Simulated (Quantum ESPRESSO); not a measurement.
PbO2:

```
Pb O
1.0
     0.00000    2.70199    2.70199
     2.70199    0.00000    2.70199
     2.70199    2.70199    0.00000
Pb O
1 2
Cartesian
  0.0000 0.0000 0.0000
  4.0530 4.0530 4.0530
  1.3510 1.3510 1.3510
```

The cell comes from a database or a generator and needn't be the stable form of this composition.

Base run:

- Program: Quantum ESPRESSO 7.5
- Functional: PBEsol
- Potentials or basis: PseudoDojo 0.4 SR PBEsol stringent
- Cutoff: 1252 eV
- Density cutoff: 5007 eV
- k mesh: 9 × 9 × 9
- Occupations: fermi-dirac, width 0.05 eV
- Spin: no spin polarisation

Its results: band gap on the k mesh none (metal or under the smearing width); pressure -6.3 GPa.

**Question.** The run is repeated on the same cell with these changes: potentials or basis from PseudoDojo 0.4 SR PBEsol stringent to PseudoDojo 0.4 FR PBEsol standard; cutoff from 1252 eV to 1143 eV; density cutoff from 5007 eV to 4572 eV; spin from no spin polarisation to spin-orbit coupling, no magnetisation; valence electrons from 34 to 26. What comes out?

**Answer.** Band gap on the k mesh none (metal or under the smearing width); pressure -5.1 GPa.

Not every run made on this cell is shown here.
